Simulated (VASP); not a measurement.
Runs of VASP 6.6.1 on TaN. It takes space group P6_3/mmc (No. 194, hexagonal). The conventional cell has a = 2.922 Å, b = 2.922 Å, c = 5.917 Å, α = 90.00°, β = 90.00°, γ = 120.00°. Ta (site symmetry -3m) is surrounded by 6 N at 2.24 Å. N (site symmetry -6m2) is surrounded by 6 Ta at 2.24 Å. The cell comes from a database or a generator and needn't be the stable form of this composition.

| level | gap on the mesh (eV) | pressure (GPa) | relaxed volume (Å³/atom) |
| --- | --- | --- | --- |
| PBE+D4 | none | 0.0 | (a) |
| PBE+TS | none | 0.1 | (b) |
| PBE+D3(BJ) | none | 0.0 | 10.69 |
| PBEsol+D3 | none | 0.0 | 10.49 |
| PBE+rVV10 | none | 0.0 | 10.85 |
| PBE+D3 | none | 0.1 | 10.74 |
| PBEsol+D3(BJ) | none | 0.3 | 10.40 |

Alike in all rows: task relaxation of cell and atoms; potentials or basis VASP PAW PBE potentials, release 64 (Ta_pv, N); no spin polarisation; cell relaxed; k mesh 10 × 10 × 5; cutoff (eV) 600; smearing fermi-dirac 0.05 eV.

**Question.** Fill in the values left out.

**Answer.** (a) 10.76; (b) 10.71.

Caveats: pairwise dispersion overbinds metals, which lowers pressure and volume; the PAW data sets were made with another functional, which shifts forces and pressure a little (some runs); atom-pairwise D2, TS and ULG terms overbind metals (some runs).

A k mesh can miss the band edges, and the runs leave out spin-orbit coupling on Ta.

A gap of «none» marks a metal or a gap under the smearing width.
